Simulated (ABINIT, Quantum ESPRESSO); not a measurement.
# Measured and computed band gap of 8 crystals

Computed band gap (eV) beside measured values. Gaps hold for the cell as given (a database cell, not always the measured one). They are the smaller of the mesh's gap and, where one was run, the band path's. Brackets give the space group and the cell's volume in Å³ per atom. Spin polarisation and spin-orbit coupling are off unless named.

- PBE: ABINIT (JTH PAW PBE v2.0) for Al2O3, ZnO, GaP, SnO2, MgO, Bi2Te3, C; Quantum ESPRESSO (GBRV 1.5 PBE) for MoTe2; cutoffs 408 to 626 eV; k meshes of 64 to 2197 points
- LDA: ABINIT (JTH PAW LDA v2.0) for Al2O3, ZnO, GaP, SnO2, MgO, Bi2Te3, C; Quantum ESPRESSO (GBRV 1.5 LDA) for MoTe2; cutoffs 408 to 626 eV; k meshes of 162 to 2197 points

| crystal | measured | T (K) | source | PBE | LDA |
| --- | --- | --- | --- | --- | --- |
| Al2O3 (R-3c, 10 atoms; 8.50) | 8.7 | - | [1] | ? | 6.14 |
| ZnO (P6_3mc, 4 atoms; 11.90) | 3.38 | - | [2] | 0.79 | 0.73 |
| GaP (F-43m; 20.24) | 2.34 | 10 | [3] | 1.60 | 1.45 |
| MoTe2 (P6_3/mmc, 6 atoms; 24.96) | 0.88 | 300 | [4] | 0.68 | 0.65 |
| SnO2 (P4_2/mnm, 6 atoms; 11.92) | 3.6 | - | [5] | ? | 1.13 |
| MgO (Fm-3m; 9.22) | 7.83 | - | [6] | ? | 4.78 |
| Bi2Te3 (R-3m, 5 atoms; 33.87) | 0.17 | - | [7] | 0.28 | 0.20 |
| C (Fd-3m; 5.67) | 5.5 | - | [8] | 4.13 | 4.10 |

Measured values as reported or quoted in: [1] pmc:5906618, doi:10.1038/s41467-018-03885-7. [2] pmc:10652265, doi:10.1021/acsomega.3c06556. [3] arxiv:1810.01194. [4] arxiv:1407.1219. [5] pmc:6679235, doi:10.3390/ma12142315. [6] arxiv:0908.1581. [7] arxiv:2412.10539. [8] arxiv:1902.02958. A dash under T means that the source gives none. Most values rest on one paper, and a large miss can be the paper's sample or method. Measured gaps of wide-gap crystals can be optical edges, which lie under the fundamental gap.

Task: What would PBE give where the table is open?

Result: Al2O3 6.20; SnO2 1.28; MgO 4.86 eV. Over all rows, as printed, its mean signed error is -1.57 eV and its mean absolute error 1.60 eV. Semilocal Kohn-Sham gaps usually fall short of quasiparticle gaps. The runs are for a static lattice, while the measurements hold temperature and zero-point motion. No column holds spin-orbit coupling, which bears on the band edges of MoTe2, Bi2Te3. LDA stands for any of its common fits to the electron gas. Columns can differ in potentials, meshes and task within a row, which adds scatter of its own. The rows come from several programs. Where several set-ups ran one level, the entry is one near their median; a run lay far from it for MgO.
